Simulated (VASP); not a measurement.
# BaS (Fm-3m) in VASP: notebook

BaS is run at these levels: HSE06, PBE, PBEsol; tasks: single point.

All numbers are computed with VASP 6.6.1; they aren't measurements. Logs are shortened: lines on timing, memory, paths and dates and some standing lists are left out, and cuts for length are marked.

**Experimental background.**

A printed reference work, monograph, original work of 1988 reports, for a bulk crystal of BaS at 2 K: band gap 3.806 eV (indirect).

The runs below are set against these values where they give the same quantity.

## 1. The cell of the first run

The structure is cubic, space group Fm-3m (No. 225). The conventional cell has a = 6.388 Å, b = 6.388 Å, c = 6.388 Å, α = 90.00°, β = 90.00°, γ = 90.00°. Ba (site symmetry m-3m) has 6 S at 3.19 Å within 4.2 Å. S (site symmetry m-3m) has 6 Ba at 3.19 Å within 4.2 Å.

## 2. Single point, HSE06

Input file POSCAR:

```
BaS
1.0
    0.0000000000      3.1937500000      3.1937500000
    3.1937500000      0.0000000000      3.1937500000
    3.1937500000      3.1937500000      0.0000000000
Ba S
1 1
Direct
    0.0000000000      0.0000000000      0.0000000000
    0.5000000000      0.5000000000      0.5000000000
```

Input file INCAR.step1:

```
ALGO = Normal
EDIFF = 1E-5
ENCUT = 520
GGA = PE
ISIF = 2
ISMEAR = -1
LASPH = True
LREAL = False
LWAVE = True
NBANDS = 15
NELM = 60
PREC = Accurate
SIGMA = 0.02
```

Input file INCAR.step2:

```
ALGO = Normal
EDIFF = 1E-6
ENCUT = 520
GGA = PE
HFSCREEN = 0.2079
ISIF = 2
ISMEAR = -1
ISTART = 1
LASPH = True
LCHARG = True
LELF = True
LHFCALC = True
LREAL = False
LVHAR = True
LWAVE = False
NBANDS = 15
NELM = 60
PREC = Accurate
PRECFOCK = Normal
SIGMA = 0.02
```

Input file KPOINTS:

```
k-points
0
Gamma
  4 4 4
```

Potentials or basis: VASP PAW PBE potentials, release 64 (Ba_sv, S).

Started as:

```sh
cat potpaw_PBE.64/Ba_sv/POTCAR potpaw_PBE.64/S/POTCAR > POTCAR
cp INCAR.step1 INCAR
mpirun -np 1 vasp_std > vasp.out
cp INCAR.step2 INCAR
mpirun -np 1 vasp_std > vasp.out
```

OUTCAR:

```text
EDIFF = 1E-6
   ENCUT = 520
   GGA = PE
   HFSCREEN = 0.2079
   ISIF = 2
   ISMEAR = -1
   ISTART = 1
   LASPH = True
   LHFCALC = True
   LREAL = False
   NELM = 60
   PREC = Accurate
   PRECFOCK = Normal

 ion  position               nearest neighbor table
   1  0.000  0.000  0.000-   2 3.19   2 3.19   2 3.19   2 3.19   2 3.19   2 3.19
   2  0.500  0.500  0.500-   1 3.19   1 3.19   1 3.19   1 3.19   1 3.19   1 3.19

  LATTYP: Found a face centered cubic cell.
 ALAT       =     6.3875000000

  Lattice vectors:

 A1 = (   0.0000000000,   3.1937500000,   3.1937500000)
 A2 = (   3.1937500000,   0.0000000000,   3.1937500000)
 A3 = (   3.1937500000,   3.1937500000,   0.0000000000)

Analysis of symmetry for initial positions (statically):
=====================================================================
 Subroutine PRICEL returns:
 Original cell was already a primitive cell.

 Routine SETGRP: Setting up the symmetry group for a
 face centered cubic supercell.

 Subroutine GETGRP returns: Found 48 space group operations
 (whereof 48 operations were pure point group operations)
 out of a pool of 48 trial point group operations.

The static configuration has the point symmetry O_h .

Analysis of symmetry for dynamics (positions and initial velocities):
=====================================================================
 Subroutine PRICEL returns:
 Original cell was already a primitive cell.

 Routine SETGRP: Setting up the symmetry group for a
 face centered cubic supercell.

 Subroutine GETGRP returns: Found 48 space group operations
 (whereof 48 operations were pure point group operations)
 out of a pool of 48 trial point group operations.

The dynamic configuration has the point symmetry O_h .

 Subroutine INISYM returns: Found 48 space group operations
 (whereof 48 operations are pure point group operations),
 and found     1 'primitive' translations

----------------------------------------------------------------------------------------

                                     Primitive cell

  volume of cell :      65.1527

  direct lattice vectors                    reciprocal lattice vectors
     0.000000000  3.193750000  3.193750000    -0.156555773  0.156555773  0.156555773
     3.193750000  0.000000000  3.193750000     0.156555773 -0.156555773  0.156555773
     3.193750000  3.193750000  0.000000000     0.156555773  0.156555773 -0.156555773

  length of vectors
[... 82 lines left out ...]
   IALGO  =     38    algorithm
   IMIX   =      1    mixing-type and parameters
     AMIX     =   0.40;   BMIX     =  1.00
     AMIX_MAG =   1.60;   BMIX_MAG =  1.00
  volume/ion in A,a.u.               =      32.58       219.84
  Fermi-wavevector in a.u.,A,eV,Ry     =   1.025189  1.937326 14.299891  1.051012
  Thomas-Fermi vector in A             =   2.159016
   LORBIT       =      0    0 simple, 1 ext, 2 COOP (PROOUT), +10 PAW based schemes
   GGA     = PE    functional components
   LHFCALC =     T    Hartree Fock is set to
   PRECFOCK=normal    Normal, Fast or Accurate (Low or Medium for compatibility)
   ENCUT4O =  -1.0   cutoff for four orbital integrals eV
   NKREDX  =     1    reduce k-point grid by
   NKREDY  =     1    reduce k-point grid by
   NKREDZ  =     1    reduce k-point grid by
   AEXX    =    0.2500 exact exchange contribution
   HFSCREEN=    0.2079 screening length (either q_TF or 0.3 A-1)
   HFSCREENC=   0.2079 screening length for correlation (either q_TF or 0.3 A-1)
   ENCUTFOCK=  -1.0 apply spherical cutoff to Coloumb kernel
   IVDW    =     0    specifies the selected vdW correction
   LEPSILON=     F    determine dielectric tensor
   LRPA    =     F    only Hartree local field effects (RPA)
 non-spin polarized calculation
  energy-cutoff  :      520.00
  volume of cell :       65.15
 maximum number of plane-waves:      1807
 NGX is ok and might be reduce to    36
  NGX = 28; NGY = 28; NGZ = 28

 number of electron      16.0000001 magnetization

 Free energy of the ion-electron system (eV)
  ---------------------------------------------------
  ext. energy  EPLUGINS =         0.00000000
  ---------------------------------------------------
  free energy    TOTEN  =       -11.54034848 eV

  energy without entropy =      -11.54034848  energy(sigma->0) =      -11.54034848

 E-fermi :   1.3327     XC(G=0):  -7.2034

 val. band max:        0.7972681878   @ k =   0.0000   0.0000   0.0000
 cond. band min:       3.8159249185   @ k =   0.5000   0.5000   0.0000
 fundamental gap:      3.0186567308
 Fermi energy:         1.3327425092

 k-point     1 :       0.0000    0.0000    0.0000
  band No.  band energies     occupation
      1     -27.0156      2.00000
      2     -11.0131      2.00000
      3     -11.0131      2.00000
      4     -11.0131      2.00000
      5     -10.6371      2.00000
      6       0.7973      2.00000
      7       0.7973      2.00000
      8       0.7973      2.00000
      9       5.3817      0.00000
     10       5.7128      0.00000
     11       5.7128      0.00000
     12       5.7128      0.00000
     13       6.6635      0.00000
     14       6.6635      0.00000
[... 113 lines left out ...]
      2     -11.7328      2.00000
      3     -11.3865      2.00000
      4     -11.3865      2.00000
      5      -9.7902      2.00000
      6      -0.4035      2.00000
      7       0.2666      2.00000
      8       0.2666      2.00000
      9       6.1217      0.00000
     10       6.1217      0.00000
     11       8.3075      0.00000
     12       8.8584      0.00000
     13       9.6422      0.00000
     14      11.7198      0.00000
     15      12.7211      0.00000

------------------------ aborting loop because EDIFF is reached ----------------------------------------

  FORCE on cell =-STRESS in cart. coord.  units (eV):
  Direction    XX          YY          ZZ          XY          YZ          ZX
  --------------------------------------------------------------------------------------
  -------------------------------------------------------------------------------------
  Total        0.4091058      0.4091058      0.4091058     -0.0000000      0.0000000     -0.0000000
  in kB       10.0603596     10.0603596     10.0603596     -0.0000000      0.0000000     -0.0000000
  external PRESSURE =      10.0603596 kB  Pullay stress =       0.0000000 kB

 VOLUME and BASIS-vectors are now :
 -----------------------------------------------------------------------------
  energy-cutoff  :      520.00
  volume of cell :       65.15
      direct lattice vectors                 reciprocal lattice vectors
     0.000000000  3.193750000  3.193750000    -0.156555773  0.156555773  0.156555773
     3.193750000  0.000000000  3.193750000     0.156555773 -0.156555773  0.156555773
     3.193750000  3.193750000  0.000000000     0.156555773  0.156555773 -0.156555773

 POSITION                                       TOTAL-FORCE (eV/Angst)
 -----------------------------------------------------------------------------------
      0.00000      0.00000      0.00000        -0.000000      0.000000     -0.000000
      3.19375      3.19375      3.19375         0.000000     -0.000000      0.000000
 -----------------------------------------------------------------------------------
    total drift:                                0.000001     -0.000000      0.000001

  FREE ENERGIE OF THE ION-ELECTRON SYSTEM (eV)
  ---------------------------------------------------
  free  energy   TOTEN  =       -11.5403484844 eV

  energy  without entropy=      -11.5403484844  energy(sigma->0) =      -11.54034848
```

OUTCAR.step1:

```text
EDIFF = 1E-5
   ENCUT = 520
   GGA = PE
   ISIF = 2
   ISMEAR = -1
[... 346 lines left out ...]
 -----------------------------------------------------------------------------------
      0.00000      0.00000      0.00000         0.000000      0.000000      0.000000
      3.19375      3.19375      3.19375        -0.000000     -0.000000      0.000000
 -----------------------------------------------------------------------------------
    total drift:                                0.000000      0.000000      0.000000

  FREE ENERGIE OF THE ION-ELECTRON SYSTEM (eV)
  ---------------------------------------------------
  free  energy   TOTEN  =       -10.1797063476 eV

  energy  without entropy=      -10.1797063476  energy(sigma->0) =      -10.17970635
```

Wall time 4.8 min (1 thread of AMD EPYC 9R45 (Zen 5), shared host); peak memory 0.29 GiB.

Results:

```
Free energy            : -11.5403 eV
Pressure               : 1.0 GPa
Band gap on the k mesh : 3.02 eV (least direct gap 3.18 eV)
```

Caveat: the k points lie up to 0.43 Å⁻¹ apart; the PAW data sets were made with another functional, which shifts forces and pressure a little; spin-orbit coupling is left out, which moves the levels of the heavy elements.

## 3. Single point, PBE

Input file INCAR:

```
PREC = Accurate
ENCUT = 520
EDIFF = 1E-6
ISMEAR = 0
SIGMA = 0.026000000000000002
LREAL = F
LASPH = T
NELM = 60
ALGO = Normal
ISIF = 2
LWAVE = F
LCHARG = F
GGA = PE
NBANDS = 15
```

Input file KPOINTS:

```
Automatic mesh
0
Gamma
  7 7 7
```

POSCAR is that of step 2.

Potentials or basis: VASP PAW PBE potentials, release 64 (Ba_sv, S).

Started as:

```sh
cat potpaw_PBE.64/Ba_sv/POTCAR potpaw_PBE.64/S/POTCAR > POTCAR
mpirun -np 1 vasp_std > vasp.out
```

OUTCAR:

```text
PREC = Accurate
   ENCUT = 520
   EDIFF = 1E-6
   ISMEAR = 0
   LREAL = F
   LASPH = T
   NELM = 60
   ISIF = 2
   GGA = PE

 ion  position               nearest neighbor table
   1  0.000  0.000  0.000-   2 3.19   2 3.19   2 3.19   2 3.19   2 3.19   2 3.19
   2  0.500  0.500  0.500-   1 3.19   1 3.19   1 3.19   1 3.19   1 3.19   1 3.19

  LATTYP: Found a face centered cubic cell.
 ALAT       =     6.3875000000

  Lattice vectors:

 A1 = (   0.0000000000,   3.1937500000,   3.1937500000)
 A2 = (   3.1937500000,   0.0000000000,   3.1937500000)
 A3 = (   3.1937500000,   3.1937500000,   0.0000000000)

Analysis of symmetry for initial positions (statically):
=====================================================================
 Subroutine PRICEL returns:
 Original cell was already a primitive cell.

 Routine SETGRP: Setting up the symmetry group for a
 face centered cubic supercell.

 Subroutine GETGRP returns: Found 48 space group operations
 (whereof 48 operations were pure point group operations)
 out of a pool of 48 trial point group operations.

The static configuration has the point symmetry O_h .

Analysis of symmetry for dynamics (positions and initial velocities):
=====================================================================
 Subroutine PRICEL returns:
 Original cell was already a primitive cell.

 Routine SETGRP: Setting up the symmetry group for a
 face centered cubic supercell.

 Subroutine GETGRP returns: Found 48 space group operations
 (whereof 48 operations were pure point group operations)
 out of a pool of 48 trial point group operations.

The dynamic configuration has the point symmetry O_h .

 Subroutine INISYM returns: Found 48 space group operations
 (whereof 48 operations are pure point group operations),
 and found     1 'primitive' translations

[... 115 lines left out ...]
   LHFCALC =     F    Hartree Fock is set to
   AEXX    =    0.0000 exact exchange contribution
   IVDW    =     0    specifies the selected vdW correction
   LEPSILON=     F    determine dielectric tensor
   LRPA    =     F    only Hartree local field effects (RPA)
 non-spin polarized calculation
 Gauss-broadening in eV      SIGMA  =   0.03
  energy-cutoff  :      520.00
  volume of cell :       65.15
 maximum number of plane-waves:      1807
 NGX is ok and might be reduce to    36
   NGX = 17   NGY = 17   NGZ = 17

 number of electron      16.0000001 magnetization

 Free energy of the ion-electron system (eV)
  ---------------------------------------------------
  ext. energy  EPLUGINS =         0.00000000
  ---------------------------------------------------
  free energy    TOTEN  =       -10.18472074 eV

  energy without entropy =      -10.18472074  energy(sigma->0) =      -10.18472074

 E-fermi :   1.5774     XC(G=0):  -8.6258

 val. band max:        1.4538157211   @ k =   0.0000   0.0000   0.0000
 cond. band min:       3.6204925867   @ k =   0.4286   0.4286   0.0000
 fundamental gap:      2.1666768655
 Fermi energy:         1.5773792380

 k-point     1 :       0.0000    0.0000    0.0000
  band No.  band energies     occupation
      1     -24.6207      2.00000
      2      -9.6763      2.00000
      3      -9.6763      2.00000
      4      -9.6763      2.00000
      5      -8.9066      2.00000
      6       1.4538      2.00000
      7       1.4538      2.00000
      8       1.4538      2.00000
      9       5.0535      0.00000
     10       5.3225      0.00000
     11       5.3225      0.00000
     12       5.3225      0.00000
     13       6.2482      0.00000
     14       6.2482      0.00000
[... 329 lines left out ...]
      2     -10.3132      2.00000
      3     -10.0371      2.00000
      4      -9.8909      2.00000
      5      -8.2358      2.00000
      6       0.3128      2.00000
      7       0.8650      2.00000
      8       0.9348      2.00000
      9       5.3864      0.00000
     10       6.2993      0.00000
     11       7.8671      0.00000
     12       8.5366      0.00000
     13       8.6793      0.00000
     14      10.6185      0.00000
     15      11.6462      0.00000

------------------------ aborting loop because EDIFF is reached ----------------------------------------

  FORCE on cell =-STRESS in cart. coord.  units (eV):
  Direction    XX          YY          ZZ          XY          YZ          ZX
  --------------------------------------------------------------------------------------
  -------------------------------------------------------------------------------------
  Total        0.5801922      0.5801922      0.5801922      0.0000000      0.0000000      0.0000000
  in kB       14.2675609     14.2675609     14.2675609      0.0000000      0.0000000      0.0000000
  external PRESSURE =      14.2675609 kB  Pullay stress =       0.0000000 kB

 VOLUME and BASIS-vectors are now :
 -----------------------------------------------------------------------------
  energy-cutoff  :      520.00
  volume of cell :       65.15
      direct lattice vectors                 reciprocal lattice vectors
     0.000000000  3.193750000  3.193750000    -0.156555773  0.156555773  0.156555773
     3.193750000  0.000000000  3.193750000     0.156555773 -0.156555773  0.156555773
     3.193750000  3.193750000  0.000000000     0.156555773  0.156555773 -0.156555773

 POSITION                                       TOTAL-FORCE (eV/Angst)
 -----------------------------------------------------------------------------------
      0.00000      0.00000      0.00000         0.000000      0.000000      0.000000
      3.19375      3.19375      3.19375        -0.000000     -0.000000     -0.000000
 -----------------------------------------------------------------------------------
    total drift:                                0.000000      0.000000      0.000000

  FREE ENERGIE OF THE ION-ELECTRON SYSTEM (eV)
  ---------------------------------------------------
  free  energy   TOTEN  =       -10.1847207444 eV

  energy  without entropy=      -10.1847207444  energy(sigma->0) =      -10.18472074
```

stdout:

```text
POSCAR found type information on POSCAR BaS
 POSCAR found :  2 types and       2 ions
 scaLAPACK will be used
 LDA part: xc-table for (Slater+PW92), standard interpolation
 POSCAR, INCAR and KPOINTS ok, starting setup
 FFT: planning ... GRIDC
 FFT: planning ... GRID_SOFT
 FFT: planning ... GRID
 WAVECAR not read
 entering main loop
```

It took 18 s on 1 thread of Intel Xeon Platinum 8375C at 2.90GHz (Ice Lake), shared host; peak memory 0.21 GiB.

Results:

* Free energy: -10.1847 eV
* Pressure: 1.4 GPa
* Band gap on the k mesh: 2.17 eV (least direct gap 2.31 eV)

Levels at points of the mesh, in eV from the valence-band top:
```
           k point  band 6  band 7  band 8  band 9  band 10  band 11
(0.00, 0.00, 0.00)    0.00    0.00    0.00    3.60     3.87     3.87
```

Caveat: spin-orbit coupling is left out, which moves the levels of the heavy elements; an odd mesh through Γ misses points on the zone boundary, where band edges can lie.

## 4. Single point, PBE

Input file INCAR:

```
PREC = Accurate
ENCUT = 520
EDIFF = 1E-7
ISMEAR = 0
SIGMA = 0.027000000000000003
LREAL = F
LASPH = T
NELM = 80
ALGO = Normal
ISIF = 2
LWAVE = F
LCHARG = T
GGA = PE
LELF = T
LVHAR = T
NBANDS = 15
```

KPOINTS is that of step 3.

POSCAR is that of step 3.

Started as:

```sh
cat potpaw_PBE.64/Ba_sv/POTCAR potpaw_PBE.64/S/POTCAR > POTCAR
mpirun -np 1 vasp_std > vasp.out
```

It took 20 s on 1 thread of Intel Xeon Platinum 8375C at 2.90GHz (Ice Lake), shared host; peak memory 0.21 GiB.

The run converged. Its results:

- Free energy: -10.1847 eV
- Pressure: 1.4 GPa
- Band gap on the k mesh: 2.17 eV (least direct gap 2.31 eV)

Levels at points of the mesh, in eV from the valence-band top:
```
           k point  band 4  band 5  band 6  band 7  band 8  band 9  band 10  band 11  band 12  band 13
(0.00, 0.00, 0.00)  -11.13  -10.36    0.00    0.00    0.00    3.60     3.87     3.87     3.87     4.79
```

Caveat: spin-orbit coupling is left out, which moves the levels of the heavy elements; an odd mesh through Γ misses points on the zone boundary, where band edges can lie.

## 5. Single point, PBEsol

This run uses another cell than the first one, of 31.74 Å³/atom.

Input file INCAR:

```
PREC     = Accurate       # precision mode
ENCUT    = 520            # plane-wave cutoff, eV
EDIFF    = 1E-7           # SCF threshold, eV
ISMEAR   = -1             # smearing method
SIGMA    = 0.05           # smearing width, eV
LREAL    = False          # projectors in reciprocal space
LASPH    = True           # aspherical terms in the spheres
NELM     = 60             # most SCF steps
ALGO     = Normal         # electronic algorithm
ISIF     = 2              # what is computed and relaxed
LWAVE    = False          # write WAVECAR
LCHARG   = True           # write CHGCAR
GGA      = PS             # functional
LELF     = True           # ELF
LVHAR    = True         
NBANDS   = 15             # bands
```

KPOINTS is that of step 4.

Input file POSCAR:

```
BaS
1.0
    0.0000000000      3.1663098731      3.1663098731
    3.1663098731      0.0000000000      3.1663098731
    3.1663098731      3.1663098731      0.0000000000
Ba S
1 1
Direct
    0.0000000000      0.0000000000      0.0000000000
    0.5000000000      0.5000000000      0.5000000000
```

Started as:

```sh
cat potpaw_PBE.64/Ba_sv/POTCAR potpaw_PBE.64/S/POTCAR > POTCAR
mpirun -np 1 vasp_std > vasp.out
```

Wall time 24 s (1 thread of Intel Xeon 8259CL, shared host); peak memory 0.21 GiB.

It converged, with:

```yaml
Free_energy: -10.7173 eV
Pressure: 0.7 GPa
Band_gap_on_the_k_mesh: 2.00 eV (least direct gap 2.13 eV)
```

Levels at points of the mesh, in eV from the valence-band top:
```
           k point  band 5  band 6  band 7  band 8  band 9  band 10  band 11  band 12
(0.00, 0.00, 0.00)  -10.39    0.00    0.00    0.00    3.53     3.78     3.78     3.78
```

Caveat: the PAW data sets were made with another functional, which shifts forces and pressure a little; spin-orbit coupling is left out, which moves the levels of the heavy elements; an odd mesh through Γ misses points on the zone boundary, where band edges can lie.

[end of part 1 of 2]
